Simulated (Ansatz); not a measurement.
## Structure search for Si4S

Level of theory: DFT PBE, scalar-relativistic, plane waves, PAW (Ansatz 0.2.0). Settings: cutoff 420 eV, Γ-centred meshes spaced at most about 0.3 Å⁻¹, and about 0.25 Å⁻¹ or finer for metals (2π included), Gaussian smearing. No spin polarisation.

Energies over the elements count from the elements' standard structures at the same level, with no fitted energy shifts.

All energies are static (0 K, no zero-point motion). Only the structures computed here compete, so a lower one can exist. No dispersion correction is applied, so the spacing and binding between layers, chains or molecules are poorly described (Pmma, P6/mmm), and this can change margins and order among such cells. Kohn–Sham gaps at this level usually fall short of measured ones. The reference form of S is held partly by dispersion forces, which this level lacks.

Invented guesses were relaxed alike, and ends that match in structure were merged. ΔE counts from the first row. Coordination counts Si atoms around S (those within 1.25 times the shortest such distance or 1.15 times the sum of covalent radii; the shortest distance is added where it is long for a bond). The ends were matched against large subsets of the Crystallography Open Database and the Materials Project, so a missing match doesn't prove that a structure is unreported.

| # | reached from | type and space group | atoms | Å³/atom | coordination | ΔE (meV/atom) | gap on mesh (eV) | in databases |
| --- | --- | --- | --- | --- | --- | --- | --- | --- |
| 1 | a cell proposed by chemical analogy | Pmma (No. 51) | 10 | 23.0 | S 2 | 0 | 0.26 | no match |
| 2 | a relaxed cell, shaken at random and relaxed again | C2 (No. 5) | 5 | 20.8 | S 2 | 55 | 0.45 | no match |
| 3 | a cell proposed by chemical analogy | Cm (No. 8) | 5 | 20.8 | S 2 | 57 | 0.53 | no match |
| 4 | a cell proposed by chemical analogy | R-3m (No. 166) | 5 | 21.5 | S 2 | 159 | 0.00 | no match |
| 5 | random cell | P6/mmm (No. 191) | 5 | 18.9 | S 12 from 3.0 Å | 625 | 0.00 | no match |

The lowest: Space group Pmma (No. 51), orthorhombic, a = 3.639 Å, b = 3.909 Å, c = 16.161 Å. Si on its first site has 2 S at 2.23 Å and 2 Si at 2.36 Å; Si on its second site is surrounded by 4 Si at 2.32–2.36 Å; around Si on its third site lie 4 Si at 2.32–2.37 Å; Si on its fourth site is surrounded by 4 Si at 2.32–2.37 Å; around S lie 2 Si at 2.23 Å. Its energy over the elements is −0.113 eV/atom. It lies below the elements, which doesn't yet make it stable against other compounds or structures. An observed structure of this formula, if there is one, may be missing.

```
CELL_PARAMETERS angstrom
3.63861 0.00000 0.00000
0.00000 3.90884 0.00000
0.00000 0.00000 16.16100
ATOMIC_POSITIONS crystal
Si 0.75000 0.00000 0.29882
Si 0.75000 0.50000 0.21674
Si 0.25000 0.00000 0.70118
Si 0.25000 0.50000 0.78326
Si 0.75000 0.50000 0.87256
Si 0.75000 0.00000 0.95545
Si 0.25000 0.00000 0.04455
Si 0.25000 0.50000 0.12744
S 0.25000 0.00000 0.37905
S 0.75000 0.00000 0.62095
```

The second: Space group C2 (No. 5), monoclinic, a = 6.770 Å, b = 3.876 Å, c = 8.226 Å, β = 105.9°. Si on its first site has 1 S at 2.18 Å and 3 Si at 2.37–2.38 Å; Si on its second site has 4 Si at 2.37–2.38 Å; S has 2 Si at 2.18 Å. Counting Si atoms around S, the first and the second both have S 2. The first and the second both hold Si–Si nets. Cells relaxed within their symmetry can be saddle points. Some structure types and database cells were kept out of the candidates from the start, so a known form may be missing.
